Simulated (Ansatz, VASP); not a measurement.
Two plane-wave programs on CdS (Hawleyite)

```xyz
2
Lattice="0.0000 2.9392 2.9392 2.9392 0.0000 2.9392 2.9392 2.9392 0.0000" Properties=species:S:1:pos:R:3 pbc="T T T"
Cd    0.0000    0.0000    0.0000
S     1.4696    1.4696    1.4696
```

Alike in both runs: task single point; functional PBEsol; k mesh 6 × 6 × 6; no spin polarisation.

|  | VASP | Ansatz |
| --- | --- | --- |
| version | VASP 6.6.1 | Ansatz 0.2.0 |
| potentials or method | VASP PAW PBE potentials, release 64 (Cd, S) | plane waves |
| plane-wave cutoff (eV) | 520 | 420 |
| occupations | gaussian, width 0.01 eV | fixed |
| valence electrons in the cell | 18 | 26 |

```csv
,VASP,Ansatz,Ansatz less VASP
gap on the k mesh at the Fermi level (eV),0.96,0.95,-0.004
pressure (GPa),-1.2,-1.6,-0.35
```

The two sets of potentials don't hold the same shells in valence.

Caveats: the PAW data sets were made with another functional, which shifts forces and pressure a little (VASP).
